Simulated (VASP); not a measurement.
# Si: an input that fails (parallel tempering)

Si, Fd-3m (no. 227), 8 atoms in the cell.

01/INCAR:
```
GGA = PE
PREC = Normal
ENCUT = 250
EDIFF = 1e-05
NELMIN = 4
NELM = 60
ALGO = Normal
LREAL = Auto
LASPH = .TRUE.
ISMEAR = 0
SIGMA = 0.05
ISYM = 0
LWAVE = .FALSE.
LCHARG = .FALSE.
IBRION = 0
NSW = 200
POTIM = 2.0
ISIF = 2
RANDOM_SEED = 773943 0 0
MDALGO = 3
LANGEVIN_GAMMA = 20
IMAGES = 3
LTEMPER = .TRUE.
NTEMPER = 5
TEBEG = 500
TEEND = 500
```

02/INCAR:
```
GGA = PE
PREC = Normal
ENCUT = 250
EDIFF = 1e-05
NELMIN = 4
NELM = 60
ALGO = Normal
LREAL = Auto
LASPH = .TRUE.
ISMEAR = 0
SIGMA = 0.05
ISYM = 0
LWAVE = .FALSE.
LCHARG = .FALSE.
IBRION = 0
NSW = 200
POTIM = 2.0
ISIF = 2
RANDOM_SEED = 773944 0 0
MDALGO = 3
LANGEVIN_GAMMA = 20
IMAGES = 3
LTEMPER = .TRUE.
NTEMPER = 5
TEBEG = 1000
TEEND = 1000
```

03/INCAR:
```
GGA = PE
PREC = Normal
ENCUT = 250
EDIFF = 1e-05
NELMIN = 4
NELM = 60
ALGO = Normal
LREAL = Auto
LASPH = .TRUE.
ISMEAR = 0
SIGMA = 0.05
ISYM = 0
LWAVE = .FALSE.
LCHARG = .FALSE.
IBRION = 0
NSW = 200
POTIM = 2.0
ISIF = 2
RANDOM_SEED = 773945 0 0
MDALGO = 3
LANGEVIN_GAMMA = 20
IMAGES = 3
LTEMPER = .TRUE.
NTEMPER = 5
TEBEG = 1500
TEEND = 1500
```

INCAR:
```
SYSTEM = Si
GGA      = PE             ! functional
PREC     = Normal         ! precision mode
ENCUT    = 250            ! plane-wave cutoff, eV
EDIFF    = 1E-5           ! SCF threshold, eV
NELMIN   = 4            
NELM     = 60             ! most SCF steps
ALGO     = Normal         ! electronic algorithm
LREAL    = Auto         
LASPH    = .True.         ! aspherical terms in the spheres
ISMEAR   = 0              ! smearing method
SIGMA    = 0.05           ! smearing width, eV
ISYM     = 0            
LWAVE    = .False.        ! write WAVECAR
LCHARG   = .False.        ! write CHGCAR
IBRION   = 0              ! ionic algorithm
NSW      = 200            ! ionic steps
POTIM    = 2.0            ! step
ISIF     = 2              ! what is computed and relaxed
RANDOM_SEED= 773943 0 0   
MDALGO   = 3            
LANGEVIN_GAMMA= 20           
IMAGES   = 3            
LTEMPER  = .True.       
NTEMPER  = 5            
TEBEG    = 500          
TEEND    = 500           
```

KPOINTS:
```
k-points
0
Monkhorst-Pack
  2 2 2
```

01/POSCAR:
```
Si
1.0
    5.4437023730      0.0000000000      0.0000000000
    0.0000000000      5.4437023730      0.0000000000
    0.0000000000      0.0000000000      5.4437023730
Si
8
Direct
    0.5000000000      0.0000000000      0.5000000000
    0.2500000000      0.2500000000      0.2500000000
    0.5000000000      0.5000000000      0.0000000000
    0.2500000000      0.7500000000      0.7500000000
    0.0000000000      0.0000000000      0.0000000000
    0.7500000000      0.2500000000      0.7500000000
    0.0000000000      0.5000000000      0.5000000000
    0.7500000000      0.7500000000      0.2500000000
```

02/POSCAR:
```
Si
1.0
    5.4437023730      0.0000000000      0.0000000000
    0.0000000000      5.4437023730      0.0000000000
    0.0000000000      0.0000000000      5.4437023730
Si
8
Direct
    0.5000000000      0.0000000000      0.5000000000
    0.2500000000      0.2500000000      0.2500000000
    0.5000000000      0.5000000000      0.0000000000
    0.2500000000      0.7500000000      0.7500000000
    0.0000000000      0.0000000000      0.0000000000
    0.7500000000      0.2500000000      0.7500000000
    0.0000000000      0.5000000000      0.5000000000
    0.7500000000      0.7500000000      0.2500000000
```

03/POSCAR:
```
Si
1.0
    5.4437023730      0.0000000000      0.0000000000
    0.0000000000      5.4437023730      0.0000000000
    0.0000000000      0.0000000000      5.4437023730
Si
8
Direct
    0.5000000000      0.0000000000      0.5000000000
    0.2500000000      0.2500000000      0.2500000000
    0.5000000000      0.5000000000      0.0000000000
    0.2500000000      0.7500000000      0.7500000000
    0.0000000000      0.0000000000      0.0000000000
    0.7500000000      0.2500000000      0.7500000000
    0.0000000000      0.5000000000      0.5000000000
    0.7500000000      0.7500000000      0.2500000000
```

Commands:
```
cat potpaw_PBE.64/Si/POTCAR > POTCAR
mpirun -np 4 vasp_std > vasp.out
```

VASP stops with:
```
M_divide: can not subdivide            4 nodes by           3
```

Cause: ranks not divisible by the images.
